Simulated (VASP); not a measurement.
# Pt (Fm-3m) in VASP: a series of runs, part 2 of 3

VASP 6.6.1.

## Step 3: Relaxation of cell and atoms, RPBE

This run uses another cell than the first one, of 15.08 Å³/atom, 0.997 times its volume.

Input file INCAR:

```
SYSTEM = Pt
ALGO = Normal
EDIFF = 1E-6
EDIFFG = -0.01
ENCUT = 600
GGA = RP
IBRION = 2
ISIF = 3
ISMEAR = 1
LASPH = .True.
LCHARG = .False.
LREAL = .False.
LWAVE = .False.
NELM = 80
NSW = 90
PREC = Accurate
SIGMA = 0.1
```

Input file KPOINTS:

```
k-points
0
Gamma
  16 16 16
  0 0 0
```

Input file POSCAR:

```
Pt
1.0
    0.0000000000      1.9609000000      1.9609000000
    1.9609000000      0.0000000000      1.9609000000
    1.9609000000      1.9609000000      0.0000000000
Pt
1
Direct
    0.0000000000      0.0000000000      0.0000000000
```

Potentials or basis: VASP PAW PBE potentials, release 64 (Pt).

Run with:

```bash
> cat potpaw_PBE.64/Pt/POTCAR > POTCAR
> mpirun -np 1 vasp_std > vasp.out
```

OUTCAR:

```text
SYSTEM = Pt
   EDIFF = 1E-6
   EDIFFG = -0.01
   ENCUT = 600
   GGA = RP
   IBRION = 2
   ISIF = 3
   ISMEAR = 1
   LASPH = .True.
   LREAL = .False.
   NELM = 80
   NSW = 90
   PREC = Accurate

 ion  position               nearest neighbor table
   1  0.000  0.000  0.000-

  LATTYP: Found a face centered cubic cell.
 ALAT       =     3.9218000000

  Lattice vectors:

 A1 = (   0.0000000000,   1.9609000000,   1.9609000000)
 A2 = (   1.9609000000,   0.0000000000,   1.9609000000)
 A3 = (   1.9609000000,   1.9609000000,   0.0000000000)

Analysis of symmetry for initial positions (statically):
=====================================================================
 Subroutine PRICEL returns:
 Original cell was already a primitive cell.

 Routine SETGRP: Setting up the symmetry group for a
 face centered cubic supercell.

 Subroutine GETGRP returns: Found 48 space group operations
 (whereof 48 operations were pure point group operations)
 out of a pool of 48 trial point group operations.

The static configuration has the point symmetry O_h .

Analysis of symmetry for dynamics (positions and initial velocities):
=====================================================================
 Subroutine PRICEL returns:
 Original cell was already a primitive cell.

 Routine SETGRP: Setting up the symmetry group for a
 face centered cubic supercell.

 Subroutine GETGRP returns: Found 48 space group operations
 (whereof 48 operations were pure point group operations)
 out of a pool of 48 trial point group operations.

The dynamic configuration has the point symmetry O_h .

 Subroutine INISYM returns: Found 48 space group operations
 (whereof 48 operations are pure point group operations),
 and found     1 'primitive' translations

----------------------------------------------------------------------------------------

                                     Primitive cell

  volume of cell :      15.0798

  direct lattice vectors                    reciprocal lattice vectors
     0.000000000  1.960900000  1.960900000    -0.254984956  0.254984956  0.254984956
     1.960900000  0.000000000  1.960900000     0.254984956 -0.254984956  0.254984956
     1.960900000  1.960900000  0.000000000     0.254984956  0.254984956 -0.254984956

  length of vectors
     2.773131374  2.773131374  2.773131374     0.441646899  0.441646899  0.441646899

  position of ions in fractional coordinates (direct lattice)
     0.000000000  0.000000000  0.000000000

  ion indices of the primitive-cell ions
   primitive index   ion index
                 1           1

----------------------------------------------------------------------------------------

 KPOINTS: k-points

Automatic generation of k-mesh.
 Grid dimensions read from file:
 generate k-points for:   16   16   16

 Generating k-lattice:

  Cartesian coordinates                     Fractional coordinates (reciprocal lattice)
    -0.015936560  0.015936560  0.015936560     0.062500000  0.000000000  0.000000000
     0.015936560 -0.015936560  0.015936560     0.000000000  0.062500000  0.000000000
     0.015936560  0.015936560 -0.015936560     0.000000000  0.000000000  0.062500000

  Length of vectors
     0.027602931  0.027602931  0.027602931

  Shift w.r.t. Gamma in fractional coordinates (k-lattice)
     0.000000000  0.000000000  0.000000000

 Subroutine IBZKPT returns following result:
 ===========================================

 Found    145 irreducible k-points:

 Following reciprocal coordinates:
            Coordinates               Weight
  0.000000  0.000000  0.000000      1.000000
  0.062500  0.000000  0.000000      8.000000
  0.125000  0.000000  0.000000      8.000000
  0.187500  0.000000  0.000000      8.000000
  0.250000  0.000000  0.000000      8.000000
  0.312500  0.000000  0.000000      8.000000
[... 16 lines left out ...]
 -0.125000  0.062500  0.000000     24.000000
 -0.062500  0.062500  0.000000     12.000000
 [... further k-points ...]
   k-points           NKPTS =    145   k-points in BZ     NKDIM =    145   number of bands    NBANDS=      9
   number of dos      NEDOS =    301   number of ions     NIONS =      1
   total plane-waves  NPLWV =  13824
   dimension x,y,z NGX =    24 NGY =   24 NGZ =   24
   dimension x,y,z NGXF=    48 NGYF=   48 NGZF=   48
   ions per type =               1
   NGX,Y,Z   is equivalent  to a cutoff of  14.39, 14.39, 14.39 a.u.
   NGXF,Y,Z  is equivalent  to a cutoff of  28.78, 28.78, 28.78 a.u.
 SYSTEM =  Pt
   PREC   = accura    normal or accurate (medium, high low for compatibility)
   ISTART =      0    job   : 0-new  1-cont  2-samecut
   ICHARG =      2    charge: 1-file 2-atom 10-const
   ISPIN  =      1    spin polarized calculation?
   LNONCOLLINEAR =      F non collinear calculations
   LSORBIT =      F    spin-orbit coupling
   LASPH  =      T    aspherical Exc in radial PAW
   ENCUT  =  600.0 eV  44.10 Ry    6.64 a.u.   5.54  5.54  5.54*2*pi/ulx,y,z
   NELM   =     80;   NELMIN=  2; NELMDL= -5     # of ELM steps
   EDIFF  = 0.1E-05   stopping-criterion for ELM
   LREAL  =      F    real-space projection
   EDIFFG = -.1E-01   stopping-criterion for IOM
   NSW    =     90    number of steps for IOM
   IBRION =      2    ionic relax: 0-MD 1-quasi-New 2-CG
   NFREE  =      1    steps in history (QN), initial steepest desc. (CG)
   ISIF   =      3    stress and relaxation
   ISYM   =      2    0-nonsym 1-usesym 2-fastsym
   POTIM  = 0.5000    time-step for ionic-motion
   TEBEG  =    0.0;   TEEND  =   0.0 temperature during run
   PSTRESS=    0.0 pullay stress
   NELECT =      10.0000    total number of electrons
   NUPDOWN=      -1.0000    fix difference up-down
   EMIN   =  10.00;   EMAX   =-10.00  energy-range for DOS
   EFERMI =   0.00;   METHOD = LEGACY
   ISMEAR =     1;   SIGMA  =   0.10  broadening in eV -4-tet -1-fermi 0-gaus
   EFERMI_NEDOS =   21; number of points for ismear=-14 and -15
   IALGO  =     38    algorithm
   IMIX   =      4    mixing-type and parameters
     AMIX     =   0.40;   BMIX     =  1.00
     AMIX_MAG =   1.60;   BMIX_MAG =  1.00
  volume/ion in A,a.u.               =      15.08       101.76
  Fermi-wavevector in a.u.,A,eV,Ry     =   1.427609  2.697791 27.729605  2.038068
  Thomas-Fermi vector in A             =   2.547760
   LORBIT       =      0    0 simple, 1 ext, 2 COOP (PROOUT), +10 PAW based schemes
   GGA     = RP    functional components
   LHFCALC =     F    Hartree Fock is set to
   AEXX    =    0.0000 exact exchange contribution
   IVDW    =     0    specifies the selected vdW correction
   LEPSILON=     F    determine dielectric tensor
   LRPA    =     F    only Hartree local field effects (RPA)
 conjugate gradient relaxation of ions
 non-spin polarized calculation
 Methfessel and Paxton  Order N= 1 SIGMA  =   0.10
  energy-cutoff  :      600.00
  volume of cell :       15.08
 maximum number of plane-waves:       531
 NGX is ok and might be reduce to    24
   NGX = 11   NGY = 11   NGZ = 11

--------------------------------------- Ionic step        1  -------------------------------------------

 number of electron      10.0000000 magnetization

 Free energy of the ion-electron system (eV)
  ---------------------------------------------------
  ext. energy  EPLUGINS =         0.00000000
  ---------------------------------------------------
  free energy    TOTEN  =        -5.42354730 eV

  energy without entropy =       -5.42269081  energy(sigma->0) =       -5.42326180

------------------------ aborting loop because EDIFF is reached ----------------------------------------

  FORCE on cell =-STRESS in cart. coord.  units (eV):
  Direction    XX          YY          ZZ          XY          YZ          ZX
  --------------------------------------------------------------------------------------
  -------------------------------------------------------------------------------------
  Total        1.2867195      1.2867195      1.2867195     -0.0000000     -0.0000000     -0.0000000
  in kB      136.7093234    136.7093234    136.7093234     -0.0000000     -0.0000000     -0.0000000
  external PRESSURE =     136.7093234 kB  Pullay stress =       0.0000000 kB
[... 22 lines left out ...]
--------------------------------------- Ionic step        2  -------------------------------------------

 number of electron      10.0000000 magnetization

 E-fermi :   8.1720     XC(G=0): -12.3536

 val. band max:        8.1682014123   @ k =   0.5000   0.5000   0.0000
 cond. band min:       8.1806846183   @ k =  -0.4375   0.3125   0.0000
 fundamental gap:      0.0124832060
 Fermi energy:         8.1719831590

 k-point     1 :       0.0000    0.0000    0.0000
  band No.  band energies     occupation
      1      -0.0946      2.00000
      2       5.3911      2.00000
      3       5.3911      2.00000
      4       5.3911      2.00000
      5       6.9744      2.00000
      6       6.9744      2.00000
      7      23.1489      0.00000
      8      27.1431      0.00000
      9      27.1431      0.00000
[... 345 lines left out ...]
--------------------------------------- Ionic step        4  -------------------------------------------

 number of electron      10.0000001 magnetization

 Free energy of the ion-electron system (eV)
  ---------------------------------------------------
  ext. energy  EPLUGINS =         0.00000000
  ---------------------------------------------------
  free energy    TOTEN  =        -5.45534100 eV

  energy without entropy =       -5.45427116  energy(sigma->0) =       -5.45498439

 E-fermi :  10.3561     XC(G=0): -13.1255

 val. band max:       10.3546846857   @ k =  -0.2500   0.1250   0.0000
 cond. band min:      10.3684588534   @ k =   0.5000   0.5000   0.0000
 fundamental gap:      0.0137741677
 Fermi energy:        10.3560515942

 k-point     1 :       0.0000    0.0000    0.0000
  band No.  band energies     occupation
      1       0.7719      2.00000
      2       6.9056      2.00000
      3       6.9056      2.00000
      4       6.9056      2.00000
      5       8.8744      2.00000
      6       8.8744      2.00000
      7      25.1369      0.00000
      8      29.8396      0.00000
      9      29.8396      0.00000
[... 304 lines left out ...]
  FREE ENERGIE OF THE ION-ELECTRON SYSTEM (eV)
  ---------------------------------------------------
  free  energy   TOTEN  =        -5.4553410041 eV

  energy  without entropy=       -5.4542711630  energy(sigma->0) =       -5.45498439

 reached required accuracy - stopping structural energy minimisation
```

CONTCAR:

```text
Pt
   1.00000000000000
    -0.0000000000000000    1.9947353863534938    1.9947353863534938
     1.9947353863534938    0.0000000000000000    1.9947353863534938
     1.9947353863534938    1.9947353863534938    0.0000000000000000
  Pt
     1
Direct
     0.0000000000000000    0.0000000000000000    0.0000000000000000

  0.00000000E+00  0.00000000E+00  0.00000000E+00
```

Wall time 20 s (1 thread of Intel Xeon 6975P-C (Granite Rapids), shared host); peak memory 0.17 GiB.

What came out:

* Free energy: -5.4553 eV
* Relaxed volume: 15.87 Å³/atom
* Relaxed cell: a = 2.821 Å, b = 2.821 Å, c = 2.821 Å, α = 60.00°, β = 60.00°, γ = 60.00°
* Space group after relaxing (to 0.05 Å): Fm-3m (No. 225)
* Energy gained by relaxing: 31.8 meV/atom
* Ionic steps: 4
* Pressure after relaxing: -0.1 GPa
* Band gap on the k mesh: none (metal or under the smearing width)

The path:
```
step  energy change (eV)  largest force (eV/Å)  pressure (GPa)  volume (Å³)
   1              0.0000                0.0000           13.67        15.08
   2              0.1334                0.0000          -20.86        18.07
   3             -0.0317                0.0000           -0.61        15.91
   4             -0.0318                0.0000           -0.07        15.87
```

Final structure:
```
Pt
1.0
     0.00000    1.99474    1.99474
     1.99474    0.00000    1.99474
     1.99474    1.99474    0.00000
Pt
1
Direct
  0.00000 0.00000 0.00000
```

Levels at points of the mesh, in eV from the Fermi level:
```tsv
k point	band 3	band 4	band 5	band 6	band 7	band 8
(0.00, 0.00, 0.00)	-3.45	-3.45	-1.48	-1.48	14.78	19.48
(0.50, 0.00, 0.00)	-3.51	-0.21	0.05	0.05	5.51	14.34
(0.50, 0.50, 0.00)	0.01	0.46	0.46	1.94	8.40	11.29
```

Caveat: the PAW data sets were made with another functional, which shifts forces and pressure a little. Spin-orbit coupling is left out, which matters for the levels of Pt.

## Step 4: Relaxation of cell and atoms, RPBE

This run uses another cell than the first one, of 15.87 Å³/atom, 1.050 times its volume.

Changes to INCAR since step 3:

```diff
@@ -2,4 +2,4 @@
 ALGO = Normal
-EDIFF = 1E-6
-EDIFFG = -0.01
+EDIFF = 1E-7
+EDIFFG = -0.005
 ENCUT = 600
```

KPOINTS is that of step 3.

Input file POSCAR:

```
Pt                                      
1.0
   -0.0000000000      1.9947353864      1.9947353864
    1.9947353864      0.0000000000      1.9947353864
    1.9947353864      1.9947353864      0.0000000000
  Pt            
     1
Direct
     0.0000000000000000    0.0000000000000000    0.0000000000000000
```

Potentials or basis: VASP PAW PBE potentials, release 64 (Pt).

Run with:

```bash
> cat potpaw_PBE.64/Pt/POTCAR > POTCAR
> mpirun -np 1 vasp_std > vasp.out
```

OUTCAR:

```text
SYSTEM = Pt
   EDIFF = 1E-7
   EDIFFG = -0.005
   ENCUT = 600
   GGA = RP
   IBRION = 2
   ISIF = 3
   ISMEAR = 1
   LASPH = .True.
   LREAL = .False.
   NELM = 80
   NSW = 90
   PREC = Accurate

 ion  position               nearest neighbor table
   1  0.000  0.000  0.000-

  LATTYP: Found a face centered cubic cell.
 ALAT       =     3.9894707728

  Lattice vectors:

 A1 = (   0.0000000000,   1.9947353864,   1.9947353864)
 A2 = (   1.9947353864,   0.0000000000,   1.9947353864)
[... 463 lines left out ...]
      3       7.0441      2.00000
      4       7.0849      2.00000
      5       8.7014      2.00000
      6       8.9005      2.00000
      7      25.7088      0.00000
      8      28.2459      0.00000
      9      29.8500      0.00000

 [... further k-points ...]
[... 5 lines left out ...]
  --------------------------------------------------------------------------------------
  -------------------------------------------------------------------------------------
  Total       -0.0031900     -0.0031900     -0.0031900     -0.0000000      0.0000000      0.0000000
  in kB       -0.3219708     -0.3219708     -0.3219708     -0.0000000      0.0000000      0.0000000
  external PRESSURE =      -0.3219708 kB  Pullay stress =       0.0000000 kB

 VOLUME and BASIS-vectors are now :
 -----------------------------------------------------------------------------
  energy-cutoff  :      600.00
  volume of cell :       15.87
      direct lattice vectors                 reciprocal lattice vectors
     0.000000000  1.994735386  1.994735386    -0.250659814  0.250659814  0.250659814
     1.994735386  0.000000000  1.994735386     0.250659814 -0.250659814  0.250659814
     1.994735386  1.994735386  0.000000000     0.250659814  0.250659814 -0.250659814

 POSITION                                       TOTAL-FORCE (eV/Angst)
 -----------------------------------------------------------------------------------
      0.00000      0.00000      0.00000        -0.000000     -0.000000     -0.000000
 -----------------------------------------------------------------------------------
    total drift:                               -0.000000      0.000000      0.000000

  FREE ENERGIE OF THE ION-ELECTRON SYSTEM (eV)
  ---------------------------------------------------
  free  energy   TOTEN  =        -5.4556511285 eV

  energy  without entropy=       -5.4545814207  energy(sigma->0) =       -5.45529456

 reached required accuracy - stopping structural energy minimisation
```

OSZICAR:

```text
N       E                     dE             d eps       ncg     rms          rms(c)
DAV:   1     0.424070501930E+02    0.42407E+02   -0.59638E+03  2642   0.116E+03
DAV:   2    -0.527334372103E+01   -0.47680E+02   -0.45791E+02  2755   0.197E+02
DAV:   3    -0.579164786999E+01   -0.51830E+00   -0.50685E+00  3096   0.207E+01
DAV:   4    -0.579340459175E+01   -0.17567E-02   -0.17566E-02  2975   0.130E+00
DAV:   5    -0.579341700468E+01   -0.12413E-04   -0.12412E-04  2949   0.101E-01    0.109E+01
DAV:   6    -0.548907247011E+01    0.30434E+00   -0.83155E-01  2681   0.828E+00    0.590E+00
DAV:   7    -0.545824880378E+01    0.30824E-01   -0.13929E-01  2788   0.331E+00    0.240E+00
DAV:   8    -0.545580478476E+01    0.24440E-02   -0.52139E-03  2812   0.674E-01    0.490E-01
DAV:   9    -0.545564914341E+01    0.15564E-03   -0.13147E-04  2771   0.111E-01    0.580E-02
DAV:  10    -0.545565144506E+01   -0.23017E-05   -0.47812E-06  3097   0.228E-02    0.753E-03
DAV:  11    -0.545565113403E+01    0.31103E-06   -0.32823E-08  1945   0.218E-03    0.683E-04
DAV:  12    -0.545565112854E+01    0.54888E-08   -0.40203E-09  1423   0.537E-04
   1 F= -.54556511E+01 E0= -.54552946E+01  d E =-.545565E+01
```

Run time: 7.1 s. Hardware: 1 thread of Intel Xeon 6975P-C (Granite Rapids), shared host; peak memory 0.16 GiB.

Results:

| Property | Result |
| --- | --- |
| Free energy | -5.4557 eV |
| Pressure after relaxing | 0.0 GPa |
| Band gap on the k mesh | none (metal or under the smearing width) |

Final structure:
```
Pt
1.0
     0.00000    1.99474    1.99474
     1.99474    0.00000    1.99474
     1.99474    1.99474    0.00000
Pt
1
Cartesian
  0.0000 0.0000 0.0000
```

Levels at points of the mesh, in eV from the Fermi level:
```tsv
k point	band 2	band 3	band 4	band 5	band 6	band 7	band 8	band 9
(0.00, 0.00, 0.00)	-3.45	-3.45	-3.45	-1.48	-1.48	14.78	19.48	19.48
(0.50, 0.00, 0.00)	-3.51	-3.51	-0.21	0.05	0.05	5.51	14.34	18.68
(0.50, 0.50, 0.00)	-6.06	0.01	0.46	0.46	1.94	8.40	11.29	11.29
```

Caveat: the relaxation stopped at its first step, so nothing moved; the PAW data sets were made with another functional, which shifts forces and pressure a little. The run has no spin-orbit coupling, so splittings on Pt are missing.

(Continued in part 3 of 3.)
